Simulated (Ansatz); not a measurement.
A run of Ansatz 0.2.0:

Contents of input.yaml:

```yaml
crystal:
  lattice:
    - [3.223, 0.0, 0.0]
    - [-1.6115, 2.7911998764, 0.0]
    - [0.0, 0.0, 3.191]
  atoms:
    - { symbol: Mo, position: [0.0, 0.0, 0.0] }
    - { symbol: P, position: [0.3333333333, 0.6666666667, 0.5] }
kpoints:
  mp_grid: { grid: [10, 10, 8] }
scf:
  occupations: { method: gaussian, width: 0.014 }
hamiltonian:
  xc: pbe
  pseudopotentials: { kind: all_electron, lapw: { basis_error: 0.001 } }
output:
  forces: true
  stress: true
  eigenvalues: true
```

Potentials or basis: all-electron LAPW, scalar-relativistic.

Launch:

```sh
$ ansatz run input.yaml --threads 1 --pin off --max-ram 3072MiB --backend cpu --events-out ev --progress --plain --runs-dir out
```

Hardware: 1 thread of Intel(R) Xeon(R) Processor @ 2.50GHz (Skylake/Cascade Lake), on a shared host.

Q: How long does it take, and how much memory?

A: Run time: 38 s on 1 thread of Intel(R) Xeon(R) Processor @ 2.50GHz (Skylake/Cascade Lake), with other jobs on the host, peak memory 0.35 GiB. Counts: scf iterations 8, plane waves 255, k points 70, bands 26.
